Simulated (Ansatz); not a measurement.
CrO₂ as a 2H monolayer, relaxed with r2SCAN: 9 runs in the PAW code Ansatz, each a construction of maximally localised Wannier functions. The sheet's in-plane cell has a = 2.599 Å, b = 2.599 Å (γ = 120.0°), and its outermost atoms lie 2.29 Å apart along the normal. Cr has 6 O at 1.89 Å and 6 Cr at 2.60 Å; O has 3 Cr at 1.89 Å. Values at 0 K without nuclear motion; no magnetic order is allowed, and the phase may be a hypothetical one.

```
Cr O
1.0
     2.59922    0.00000    0.00000
    -1.29961    2.25099    0.00000
     0.00000    0.00000   28.81477
Cr O
1 2
Direct
  0.33333 0.66667 0.31234
  0.66667 0.33333 0.35208
  0.66667 0.33333 0.27260
```
Two periodic directions, a and b.

Windows count from the top of the filled bands; a dash means that no such window was set (without an outer window there is no disentanglement). Rows marked drawn have settings drawn at random (some not listed).

```csv
functional,SCF mesh,trial orbitals,functions,mesh,window (eV),frozen (eV),settings,Ω total (Å²),Ω invariant (Å²),largest spread (Å²),least projectability,"interpolation miss of the model's filled bands (eV, to the nearest computed level)"
PBE,9×9×1,O p,6,9×9×1,–,–,chosen,7.89,7.45,1.32,0.59,0.003
PBE,9×9×1,"Cr d, O p",11,9×9×1,–,–,drawn,6.84,6.67,0.66,0.65,0.000
r2SCAN,9×9×1,"O s, O p",8,9×9×1,–,–,chosen,7.61,6.65,0.99,0.59,0.003
r2SCAN,9×9×1,O p,6,9×9×1,–,–,chosen,7.71,7.30,1.28,0.59,0.003
PBE+SOC,9×9×1,"O s, O p",16,9×9×1,–,–,chosen,15.59,13.59,1.01,0.58,–
PBE+SOC,9×9×1,"Cr d, O p",22,9×9×1,–,–,chosen,13.67,13.34,0.66,0.65,–
```

Problem. Estimate from these rows what the further settings give.
```
functional  SCF mesh  trial orbitals  functions     mesh  window (eV)  frozen (eV)  settings
       PBE     9×9×1        O s, O p          8    6×6×1            –            –    chosen
       PBE     9×9×1        O s, O p          8  12×12×1            –            –    chosen
       PBE     9×9×1        O s, O p          8    9×9×1            –            –    chosen
```

Solution.

| functional | SCF mesh | trial orbitals | functions | mesh | window (eV) | frozen (eV) | settings | Ω total (Å²) | Ω invariant (Å²) | largest spread (Å²) | least projectability | interpolation miss of the model's filled bands (eV, to the nearest computed level) |
| --- | --- | --- | --- | --- | --- | --- | --- | --- | --- | --- | --- | --- |
| PBE | 9×9×1 | O s, O p | 8 | 6×6×1 | – | – | chosen | 7.56 | 6.56 | 0.98 | 0.59 | 0.016 |
| PBE | 9×9×1 | O s, O p | 8 | 12×12×1 | – | – | chosen | 7.88 | 6.88 | 1.02 | 0.59 | 0.001 |
| PBE | 9×9×1 | O s, O p | 8 | 9×9×1 | – | – | chosen | 7.79 | 6.79 | 1.01 | 0.59 | 0.003 |

For O s, O p with PBE the spread goes 7.56 Å² (6×6×1), 7.79 Å² (9×9×1), 7.88 Å² (12×12×1).

Only the levels marked +SOC include spin-orbit coupling.
